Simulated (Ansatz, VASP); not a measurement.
**Ta: VASP beside Ansatz**

```
Ta
1.0
    -1.62896    1.62896    1.62896
     1.62896   -1.62896    1.62896
     1.62896    1.62896   -1.62896
Ta
1
Direct
  0.00000 0.00000 0.00000
```

Alike in both runs: task single point; functional PBE; k mesh 11 × 11 × 11; occupations fermi-dirac, width 0.05 eV; no spin polarisation.

|  | VASP | Ansatz |
| --- | --- | --- |
| version | VASP 6.6.1 | Ansatz 0.2.0 |
| potentials or method | VASP PAW PBE potentials, release 64 (Ta_pv) | Ansatz PAW soft_1 |
| plane-wave cutoff (eV) | 520 | 420 |
| valence electrons in the cell | 11 | 13 |

Ansatz gave:

- gap on the k mesh at the Fermi level (eV): none
- pressure (GPa): 11.8

Problem. Estimate VASP's values.

Solution. gap on the k mesh at the Fermi level (eV): none; pressure (GPa): 12.0.

A gap of «none» marks a metal or a gap that the smearing closes. The two sets of potentials don't hold the same shells in valence.

Spin-orbit coupling is left out, which matters for the levels of Ta.
